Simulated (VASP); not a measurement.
Write the native input for VASP 6.6.1 that does the following.

```
Task                   : relaxation of cell and atoms
Functional             : r2SCAN
Potentials or basis    : VASP PAW PBE potentials, release 64 (Bi_d)
Cutoff                 : 600 eV
k mesh                 : 12 × 12 × 12
Occupations            : methfessel-paxton, width 0.1 eV
Spin                   : no spin polarisation
Further INCAR settings : ALGO = Normal; EDIFF = 1e-06; IBRION = 2; EDIFFG = -0.01; NSW = 90; ISIF = 3
```

The structure of Bi lies in POSCAR:

```
Bi
1.0
    2.2675000000      1.3091417354      3.9380000000
   -2.2675000000      1.3091417354      3.9380000000
    0.0000000000     -2.6182834708      3.9380000000
Bi
2
Direct
    0.2340000000      0.2340000000      0.2340000000
    0.7660000000      0.7660000000      0.7660000000
```

One way to write it, as run:

INCAR

```
SYSTEM = Bi
  PREC = Accurate
  ENCUT = 600
  EDIFF = 1E-6
  ISMEAR = 1
  SIGMA = 0.1
  LREAL = .FALSE.
  LASPH = .TRUE.
  NELM = 80
  ALGO = Normal
  ISIF = 3
  LWAVE = .FALSE.
  LCHARG = .FALSE.
  METAGGA = R2SCAN
  LMIXTAU = .TRUE.
  IBRION = 2
  NSW = 90
  EDIFFG = -0.01
```

KPOINTS

```
Automatic mesh
0
G
  12 12 12
  0 0 0
```

Potentials or basis: VASP PAW PBE potentials, release 64 (Bi_d).

The run is started by

```bash
$ cat potpaw_PBE.64/Bi_d/POTCAR > POTCAR
$ mpirun -np 1 vasp_std > vasp.out
```

It gave:

- Relaxed volume: 36.67 Å³/atom
- Relaxed cell: a = 4.884 Å, b = 4.884 Å, c = 4.884 Å, α = 55.28°, β = 55.28°, γ = 55.28°
- Space group after relaxing (to 0.05 Å): R-3m (No. 166)
- Energy gained by relaxing: 7.2 meV/atom
- Ionic steps: 17
- Pressure after relaxing: 0.0 GPa
- Largest force after relaxing: 0.004 eV/Å
- Band gap on the k mesh: none (metal or under the smearing width)

Caveat: the PAW data sets were made with another functional, which shifts forces and pressure a little; spin-orbit coupling is left out, which moves the levels of the heavy elements.

Run time: 94 min on 1 thread of Intel(R) Xeon(R) 6975P-C (Granite Rapids), on a shared host, peak memory 0.47 GiB.
